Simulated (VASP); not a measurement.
Here is a VASP 6.6.1 calculation.

INCAR

```
PREC = Accurate
ENCUT = 600
EDIFF = 1E-7
ISMEAR = -1
SIGMA = 0.05
LREAL = F
LASPH = T
NELM = 120
ALGO = Normal
ISIF = 3
LWAVE = F
LCHARG = F
ISPIN = 2
MAGMOM = 1
LORBIT = 11
LMAXMIX = 4
GGA = MK
LUSE_VDW = T
AGGAC = 0.0
PARAM1 = 0.1234
PARAM2 = 1.0
IBRION = 2
NSW = 40
EDIFFG = -0.02
```

KPOINTS

```
regular mesh
0
Gamma
  13 13 13
```

The input POSCAR:

```
Ni
1.0
    0.0000000000      1.7375729330      1.7375729330
    1.7375729330      0.0000000000      1.7375729330
    1.7375729330      1.7375729330      0.0000000000
Ni
1
Direct
    0.0000000000      0.0000000000      0.0000000000
```

Potentials or basis: VASP PAW PBE potentials, release 64 (Ni).

Command:

```sh
$ cat potpaw_PBE.64/Ni/POTCAR > POTCAR
$ mpirun -np 1 vasp_std > vasp.out
```

(1) Predict the relaxed cell.

(2) What does it give for the relaxed volume?

(3) Estimate the band gap on the k mesh.

(4) Estimate the space group after relaxing (to 0.05 Å).

## Answers

(1) a = 2.466 Å, b = 2.466 Å, c = 2.466 Å, α = 60.00°, β = 60.00°, γ = 60.00°.

(2) 10.61 Å³/atom.

(3) none (metal or under the smearing width).

(4) Fm-3m (No. 225).

Caveat: the PAW data sets were made with another functional, which shifts forces and pressure a little.
